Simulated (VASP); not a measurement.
# Al (Fm-3m) in VASP: a series of runs

One crystal, Al, is run at these levels: LDA; tasks: single point.

All numbers are computed with VASP 6.6.1; they aren't measurements. Logs are shortened: lines on timing, memory, paths and dates and some standing lists are left out, and cuts for length are marked.

## Step 1: The undisturbed crystal

Symmetry: Fm-3m, No. 225, cubic system. Conventional cell: a = 4.050 Å, b = 4.050 Å, c = 4.050 Å, α = 90.00°, β = 90.00°, γ = 90.00°. Around Al (site symmetry m-3m) lie 12 Al at 2.86 Å.

## Step 2: Single point, LDA (a relaxed cell with its volume scaled by 1.06)

INCAR reads:

```
SYSTEM = Al
  ALGO = Normal
  EDIFF = 1E-7
  ENCUT = 520
  GGA = CA
  ISIF = 2
  ISMEAR = 0
  LASPH = .TRUE.
  LCHARG = .FALSE.
  LREAL = .FALSE.
  LWAVE = .FALSE.
  NELM = 100
  PREC = Accurate
  SIGMA = 0.1
```

KPOINTS reads:

```
k-points
0
G
  18 18 18
  0 0 0
```

POSCAR reads:

```
Al                                      
1.0
    0.0000000000      2.0314222501      2.0314222501
    2.0314222501      0.0000000000      2.0314222501
    2.0314222501      2.0314222501      0.0000000000
  Al            
     1
Direct
     0.0000000000000000    0.0000000000000000    0.0000000000000000
```

Potentials or basis: VASP PAW LDA potentials, release 64 (Al).

Launch:

```bash
$ cat potpaw_LDA.64/Al/POTCAR > POTCAR
$ mpirun -np 1 vasp_std > vasp.out
```

OUTCAR:

```text
SYSTEM = Al
   EDIFF = 1E-7
   ENCUT = 520
   GGA = CA
   ISIF = 2
   ISMEAR = 0
   LASPH = .TRUE.
   LREAL = .FALSE.
   NELM = 100
   PREC = Accurate

 ion  position               nearest neighbor table
   1  0.000  0.000  0.000-

  LATTYP: Found a face centered cubic cell.
 ALAT       =     4.0628445002

  Lattice vectors:

 A1 = (   0.0000000000,   2.0314222501,   2.0314222501)
 A2 = (   2.0314222501,   0.0000000000,   2.0314222501)
 A3 = (   2.0314222501,   2.0314222501,   0.0000000000)

Analysis of symmetry for initial positions (statically):
=====================================================================
 Subroutine PRICEL returns:
 Original cell was already a primitive cell.

 Routine SETGRP: Setting up the symmetry group for a
 face centered cubic supercell.

 Subroutine GETGRP returns: Found 48 space group operations
 (whereof 48 operations were pure point group operations)
 out of a pool of 48 trial point group operations.

The static configuration has the point symmetry O_h .

Analysis of symmetry for dynamics (positions and initial velocities):
=====================================================================
 Subroutine PRICEL returns:
 Original cell was already a primitive cell.

 Routine SETGRP: Setting up the symmetry group for a
 face centered cubic supercell.

 Subroutine GETGRP returns: Found 48 space group operations
 (whereof 48 operations were pure point group operations)
 out of a pool of 48 trial point group operations.

The dynamic configuration has the point symmetry O_h .

 Subroutine INISYM returns: Found 48 space group operations
 (whereof 48 operations are pure point group operations),
 and found     1 'primitive' translations

----------------------------------------------------------------------------------------

                                     Primitive cell

  volume of cell :      16.7660

  direct lattice vectors                    reciprocal lattice vectors
     0.000000000  2.031422250  2.031422250    -0.246132974  0.246132974  0.246132974
     2.031422250  0.000000000  2.031422250     0.246132974 -0.246132974  0.246132974
     2.031422250  2.031422250  0.000000000     0.246132974  0.246132974 -0.246132974

  length of vectors
     2.872864897  2.872864897  2.872864897     0.426314816  0.426314816  0.426314816

  position of ions in fractional coordinates (direct lattice)
     0.000000000  0.000000000  0.000000000

  ion indices of the primitive-cell ions
   primitive index   ion index
                 1           1

----------------------------------------------------------------------------------------

 KPOINTS: k-points

Automatic generation of k-mesh.
 Grid dimensions read from file:
 generate k-points for:   18   18   18

 Generating k-lattice:

  Cartesian coordinates                     Fractional coordinates (reciprocal lattice)
    -0.013674054  0.013674054  0.013674054     0.055555556  0.000000000  0.000000000
     0.013674054 -0.013674054  0.013674054     0.000000000  0.055555556  0.000000000
     0.013674054  0.013674054 -0.013674054     0.000000000  0.000000000  0.055555556

  Length of vectors
     0.023684156  0.023684156  0.023684156

  Shift w.r.t. Gamma in fractional coordinates (k-lattice)
     0.000000000  0.000000000  0.000000000

 Subroutine IBZKPT returns following result:
 ===========================================

 Found    195 irreducible k-points:

 Following reciprocal coordinates:
            Coordinates               Weight
  0.000000  0.000000  0.000000      1.000000
  0.055556  0.000000  0.000000      8.000000
  0.111111  0.000000  0.000000      8.000000
  0.166667  0.000000  0.000000      8.000000
  0.222222  0.000000  0.000000      8.000000
  0.277778  0.000000  0.000000      8.000000
[... 16 lines left out ...]
 -0.277778  0.055556  0.000000     24.000000
 -0.222222  0.055556  0.000000     24.000000
 [... further k-points ...]
   k-points           NKPTS =    195   k-points in BZ     NKDIM =    195   number of bands    NBANDS=      5
   number of dos      NEDOS =    301   number of ions     NIONS =      1
   total plane-waves  NPLWV =  13824
   dimension x,y,z NGX =    24 NGY =   24 NGZ =   24
   dimension x,y,z NGXF=    48 NGYF=   48 NGZF=   48
   ions per type =               1
   NGX,Y,Z   is equivalent  to a cutoff of  13.89, 13.89, 13.89 a.u.
   NGXF,Y,Z  is equivalent  to a cutoff of  27.78, 27.78, 27.78 a.u.
 SYSTEM =  Al
   PREC   = accura    normal or accurate (medium, high low for compatibility)
   ISTART =      0    job   : 0-new  1-cont  2-samecut
   ICHARG =      2    charge: 1-file 2-atom 10-const
   ISPIN  =      1    spin polarized calculation?
   LNONCOLLINEAR =      F non collinear calculations
   LSORBIT =      F    spin-orbit coupling
   LASPH  =      T    aspherical Exc in radial PAW
   ENCUT  =  520.0 eV  38.22 Ry    6.18 a.u.   5.34  5.34  5.34*2*pi/ulx,y,z
   NELM   =    100;   NELMIN=  2; NELMDL= -5     # of ELM steps
   EDIFF  = 0.1E-06   stopping-criterion for ELM
   LREAL  =      F    real-space projection
   EDIFFG = 0.1E-05   stopping-criterion for IOM
   NSW    =      0    number of steps for IOM
   IBRION =     -1    ionic relax: 0-MD 1-quasi-New 2-CG
   NFREE  =      0    steps in history (QN), initial steepest desc. (CG)
   ISIF   =      2    stress and relaxation
   ISYM   =      2    0-nonsym 1-usesym 2-fastsym
   POTIM  = 0.5000    time-step for ionic-motion
   TEBEG  =    0.0;   TEEND  =   0.0 temperature during run
   PSTRESS=    0.0 pullay stress
   NELECT =       3.0000    total number of electrons
   NUPDOWN=      -1.0000    fix difference up-down
   EMIN   =  10.00;   EMAX   =-10.00  energy-range for DOS
   EFERMI =   0.00;   METHOD = LEGACY
   ISMEAR =     0;   SIGMA  =   0.10  broadening in eV -4-tet -1-fermi 0-gaus
   EFERMI_NEDOS =   21; number of points for ismear=-14 and -15
   IALGO  =     38    algorithm
   IMIX   =      4    mixing-type and parameters
     AMIX     =   0.40;   BMIX     =  1.00
     AMIX_MAG =   1.60;   BMIX_MAG =  1.00
  volume/ion in A,a.u.               =      16.77       113.14
  Fermi-wavevector in a.u.,A,eV,Ry     =   0.922511  1.743294 11.578928  0.851027
  Thomas-Fermi vector in A             =   2.048046
   LORBIT       =      0    0 simple, 1 ext, 2 COOP (PROOUT), +10 PAW based schemes
   GGA     = CA    functional components
   LHFCALC =     F    Hartree Fock is set to
   AEXX    =    0.0000 exact exchange contribution
   IVDW    =     0    specifies the selected vdW correction
   LEPSILON=     F    determine dielectric tensor
   LRPA    =     F    only Hartree local field effects (RPA)
 non-spin polarized calculation
 Gauss-broadening in eV      SIGMA  =   0.10
  energy-cutoff  :      520.00
  volume of cell :       16.77
 maximum number of plane-waves:       465
 NGX is ok and might be reduce to    24
   NGX = 11   NGY = 11   NGZ = 11

 number of electron       3.0000000 magnetization

 Free energy of the ion-electron system (eV)
  ---------------------------------------------------
  ext. energy  EPLUGINS =         0.00000000
  ---------------------------------------------------
  free energy    TOTEN  =        -4.17700534 eV

  energy without entropy =       -4.17444432  energy(sigma->0) =       -4.17572483

 E-fermi :   7.6149     XC(G=0): -10.2847

 val. band max:        7.5827277915   @ k =   0.5000   0.4444   0.0556
 cond. band min:       7.6199524848   @ k =  -0.3889   0.3889   0.1667
 fundamental gap:      0.0372246933
 Fermi energy:         7.6149449449

 k-point     1 :       0.0000    0.0000    0.0000
  band No.  band energies     occupation
      1      -3.3642      2.00000
      2      20.1114      0.00000
      3      20.1114      0.00000
      4      20.1114      0.00000
      5      21.3095      0.00000

 k-point     2 :       0.0556    0.0000    0.0000
  band No.  band energies     occupation
      1      -3.2813      2.00000
      2      18.5671      0.00000
      3      19.7558      0.00000
      4      19.7558      0.00000
      5      21.7896      0.00000

 k-point     3 :       0.1111    0.0000    0.0000
  band No.  band energies     occupation
      1      -3.0332      2.00000
      2      16.3767      0.00000
      3      19.2199      0.00000
      4      19.2199      0.00000
      5      22.1194      0.00000

 k-point     4 :       0.1667    0.0000    0.0000
  band No.  band energies     occupation
      1      -2.6205      2.00000
      2      14.1734      0.00000
      3      18.7669      0.00000
      4      18.7669      0.00000
      5      21.9951      0.00000

 k-point     5 :       0.2222    0.0000    0.0000
  band No.  band energies     occupation
      1      -2.0448      2.00000
      2      12.0434      0.00000
      3      18.4370      0.00000
      4      18.4370      0.00000
      5      21.8475      0.00000

 k-point     6 :       0.2778    0.0000    0.0000
  band No.  band energies     occupation
      1      -1.3080      2.00000
      2      10.0178      0.00000
      3      18.2399      0.00000
      4      18.2399      0.00000
      5      21.6280      0.00000

 k-point     7 :       0.3333    0.0000    0.0000
  band No.  band energies     occupation
      1      -0.4126      2.00000
      2       8.1123      0.00000
      3      18.1787      0.00000
      4      18.1787      0.00000
      5      20.7454      0.00000

 k-point     8 :       0.3889    0.0000    0.0000
  band No.  band energies     occupation
      1       0.6387      2.00000
      2       6.3364      2.00000
      3      18.2537      0.00000
      4      18.2537      0.00000
      5      19.9849      0.00000

 k-point     9 :       0.4444    0.0000    0.0000
  band No.  band energies     occupation
      1       1.8424      2.00000
      2       4.6969      2.00000
      3      18.4596      0.00000
      4      18.4596      0.00000
      5      19.3642      0.00000

 k-point    10 :       0.5000    0.0000    0.0000
  band No.  band energies     occupation
      1       3.1417      2.00000
      2       3.2521      2.00000
      3      18.6932      0.00000
      4      18.6932      0.00000
      5      18.9919      0.00000

 k-point    11 :       0.0556    0.0556    0.0000
  band No.  band energies     occupation
      1      -3.2537      2.00000
      2      19.0240      0.00000
      3      19.0240      0.00000
      4      19.3906      0.00000
      5      21.0510      0.00000

 k-point    12 :       0.1111    0.0556    0.0000
  band No.  band energies     occupation
      1      -3.0607      2.00000
      2      17.1327      0.00000
      3      18.3798      0.00000
      4      19.3954      0.00000
      5      21.2246      0.00000

 k-point    13 :       0.1667    0.0556    0.0000
  band No.  band energies     occupation
      1      -2.7029      2.00000
      2      14.9472      0.00000
      3      17.8603      0.00000
      4      19.1159      0.00000
      5      21.8636      0.00000

 k-point    14 :       0.2222    0.0556    0.0000
  band No.  band energies     occupation
      1      -2.1817      2.00000
      2      12.7993      0.00000
      3      17.4747      0.00000
      4      18.8054      0.00000
      5      21.4042      0.00000

 k-point    15 :       0.2778    0.0556    0.0000
  band No.  band energies     occupation
      1      -1.4987      2.00000
      2      10.7424      0.00000
      3      17.2264      0.00000
      4      18.5871      0.00000
      5      20.3940      0.00000

 k-point    16 :       0.3333    0.0556    0.0000
  band No.  band energies     occupation
      1      -0.6562      2.00000
      2       8.7988      0.00000
      3      17.1167      0.00000
      4      18.4911      0.00000
      5      19.4498      0.00000

 k-point    17 :       0.3889    0.0556    0.0000
  band No.  band energies     occupation
      1       0.3429      2.00000
      2       6.9809      2.00000
      3      17.1462      0.00000
      4      18.4825      0.00000
      5      18.6751      0.00000

 k-point    18 :       0.4444    0.0556    0.0000
  band No.  band energies     occupation
      1       1.4956      2.00000
      2       5.2967      2.00000
      3      17.3150      0.00000
      4      17.9116      0.00000
      5      18.7370      0.00000

 k-point    19 :       0.5000    0.0556    0.0000
  band No.  band energies     occupation
      1       2.7963      2.00000
      2       3.7539      2.00000
      3      17.3632      0.00000
      4      17.6225      0.00000
      5      19.0572      0.00000

 k-point    20 :      -0.4444    0.0556    0.0000
  band No.  band energies     occupation
      1       2.3472      2.00000
      2       4.2514      2.00000
      3      16.9530      0.00000
      4      18.0662      0.00000
      5      19.5216      0.00000

 k-point    21 :      -0.3889    0.0556    0.0000
  band No.  band energies     occupation
      1       1.0945      2.00000
      2       5.8426      2.00000
      3      16.6847      0.00000
      4      18.6338      0.00000
      5      19.5693      0.00000

 k-point    22 :      -0.3333    0.0556    0.0000
  band No.  band energies     occupation
      1      -0.0074      2.00000
      2       7.5718      1.45805
      3      16.5592      0.00000
      4      19.1924      0.00000
      5      19.6118      0.00000

 k-point    23 :      -0.2778    0.0556    0.0000
  band No.  band energies     occupation
      1      -0.9546      2.00000
      2       9.4319      0.00000
      3      16.5764      0.00000
      4      19.3542      0.00000
      5      20.3169      0.00000

 k-point    24 :      -0.2222    0.0556    0.0000
  band No.  band energies     occupation
      1      -1.7442      2.00000
      2      11.4134      0.00000
      3      16.7362      0.00000
      4      19.5199      0.00000
      5      21.2554      0.00000

 [... further k-points ...]

------------------------ aborting loop because EDIFF is reached ----------------------------------------

  FORCE on cell =-STRESS in cart. coord.  units (eV):
  Direction    XX          YY          ZZ          XY          YZ          ZX
  --------------------------------------------------------------------------------------
  -------------------------------------------------------------------------------------
  Total       -0.4439348     -0.4439348     -0.4439348      0.0000000      0.0000000      0.0000000
  in kB      -42.4227855    -42.4227855    -42.4227855      0.0000000      0.0000000      0.0000000
  external PRESSURE =     -42.4227855 kB  Pullay stress =       0.0000000 kB

 VOLUME and BASIS-vectors are now :
 -----------------------------------------------------------------------------
  energy-cutoff  :      520.00
  volume of cell :       16.77
      direct lattice vectors                 reciprocal lattice vectors
     0.000000000  2.031422250  2.031422250    -0.246132974  0.246132974  0.246132974
     2.031422250  0.000000000  2.031422250     0.246132974 -0.246132974  0.246132974
     2.031422250  2.031422250  0.000000000     0.246132974  0.246132974 -0.246132974

 POSITION                                       TOTAL-FORCE (eV/Angst)
 -----------------------------------------------------------------------------------
      0.00000      0.00000      0.00000         0.000000      0.000000      0.000000
 -----------------------------------------------------------------------------------
    total drift:                               -0.000000      0.000000      0.000000

  FREE ENERGIE OF THE ION-ELECTRON SYSTEM (eV)
  ---------------------------------------------------
  free  energy   TOTEN  =        -4.1770053371 eV

  energy  without entropy=       -4.1744443205  energy(sigma->0) =       -4.17572483
```

It took 4 s on 1 thread of Intel Xeon 6975P-C (Granite Rapids), shared host; peak memory 0.13 GiB.

What came out:

```yaml
Free_energy: -4.1770 eV
Pressure: -4.2 GPa
Band_gap_on_the_k_mesh: none (metal or under the smearing width)
```

(Continued in part 2 of 2.)
